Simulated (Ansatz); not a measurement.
Crystals in the rock-salt structure, computed with r2SCAN in Ansatz (plane-wave DFT, scalar-relativistic, harmonic phonons, no LO–TO term at Γ; fixed occupations; no spin; PAW, where unfrozen means all-electron datasets; each on its own modest k mesh, which can be coarse for ε∞).

| crystal | cell | k mesh | potentials | phonons by | Å³/atom | top Γ mode (cm⁻¹) |
| --- | --- | --- | --- | --- | --- | --- |
| LiH | typed | 6×6×6 | hand-made PAW | linear response | 8.06 | 601 |
| LiF | typed | 6×6×6 | unfrozen PAW | finite displacements | 8.43 | 267 |
| NaCl | typed | 6×6×6 | unfrozen PAW | finite displacements | 23.15 | 153 |
| MgO | typed | 6×6×6 | unfrozen PAW | finite displacements | 9.63 | ? |
| KBr | typed | 6×6×6 | unfrozen PAW | finite displacements | 37.60 | 105 |
| CaO | typed | 6×6×6 | unfrozen PAW | finite displacements | 14.17 | 263 |
| SrO | typed | 6×6×6 | unfrozen PAW | finite displacements | 17.58 | 199 |
| BaO | typed | 6×6×6 | unfrozen PAW | finite displacements | 21.95 | ? |

Caveats: LiH: Ansatz hand-made PAW files were made for PBE.

Problem. Estimate the entries marked ?.

Solution. MgO: top Γ mode (cm⁻¹) 364. BaO: top Γ mode (cm⁻¹) 84.
